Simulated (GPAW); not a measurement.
Runs of GPAW 26.7.0 on BAs. Symmetry: F-43m, No. 216, cubic system. Conventional cell: a = 4.777 Å, b = 4.777 Å, c = 4.777 Å, α = 90.00°, β = 90.00°, γ = 90.00°. Around As (site symmetry -43m) lie 4 B at 2.07 Å. B (site symmetry -43m) has 4 As at 2.07 Å as nearest neighbours. 

| task | level | potentials or basis | k mesh | cutoff (eV) | smearing | maxiter | response ecut | response k mesh | response bands | kernels | other keys | mesh quality | gap on the mesh (eV) | pressure (GPa) |
| --- | --- | --- | --- | --- | --- | --- | --- | --- | --- | --- | --- | --- | --- | --- |
| single point | LDA | the program's PAW data sets (release 1.2.1) made for this functional, pw | 8 × 8 × 8 | 600 | fermi-dirac 0.01 eV | 150 | - | - | - | - | - | not flagged | 1.15 | -3.4 |
| dielectric tensor | AM05 | PAW data sets generated in the run's folder for this functional, pw | 8 × 8 × 8 | 650 | fermi-dirac 0.05 eV | 60 | 80 eV | 24 × 24 × 24 | 24 | ["RPA", "ALDA_X", "ALDA"] | several, not listed | not flagged | 1.14 | - |
| single point | AM05 | PAW data sets generated in the run's folder for this functional, pw | 8 × 8 × 8 | 650 | fermi-dirac 0.05 eV | 80 | - | - | - | - | - | not flagged | 1.14 | -0.5 |
| energy-loss spectrum | r2SCAN | GPAW PAW data sets (gpaw-data 1.2.1), pw | 8 × 8 × 8 | 550 | fermi-dirac 0.001 eV | 150 | 50 eV | 24 × 24 × 24 | 44 | - | - | not flagged | 1.39 | - |
| eps q | LDA | the program's PAW data sets (release 1.2.1) made for this functional, pw | 8 × 8 × 8 | 600 | fermi-dirac 0.05 eV | 60 | 80 eV | 15 × 15 × 15 | 24 | - | several, not listed | not flagged | 1.15 | - |
| hybrid scf | PBE-EpsX | GPAW PAW data sets (gpaw-data 1.2.1), pw | 5 × 5 × 5 | 600 | fermi-dirac 0.001 eV | 40 | - | - | - | - | - | coarse | 1.77 | - |
| energy-loss spectrum | AM05 | PAW data sets generated in the run's folder for this functional, pw | 8 × 8 × 8 | 650 | fermi-dirac 0.05 eV | 50 | 120 eV | 24 × 24 × 24 | 24 | - | several, not listed | not flagged | 1.14 | - |
| one-shot levels on a semilocal density | r2SCAN | GPAW PAW data sets (gpaw-data 1.2.1), pw | 7 × 7 × 7 | 600 | fermi-dirac 0.001 eV | 150 | - | - | - | - | - | not flagged | (a) | - |
| single point | LDA | the program's PAW data sets (release 1.2.1) made for this functional, pw | 8 × 8 × 8 | 600 | fermi-dirac 0.05 eV | 80 | - | - | - | - | - | not flagged | 1.15 | -3.4 |

Alike in all rows: no spin polarisation; cell as given.

Question: Estimate the missing entries.

Answer: (a) 1.40.

Caveats: some runs use coarse meshes; the cutoff is short for stress and forces, so pressures can be off by a GPa or more (some runs); the PAW data sets were made with another functional, which shifts forces and pressure a little (some runs); an odd mesh through Γ misses points on the zone boundary, where band edges often lie (some runs); the highest transitions drop out of the frequency grid (some runs); the long-wavelength limit can be off by a per cent or two (some runs); response on these states lacks terms of the Hamiltonian (some runs); energy and the plain gap are those of the semilocal run (some runs).

A k mesh can miss the band edges, and the runs leave out spin-orbit coupling on As.

Runs at the PBE level aren't shown here.
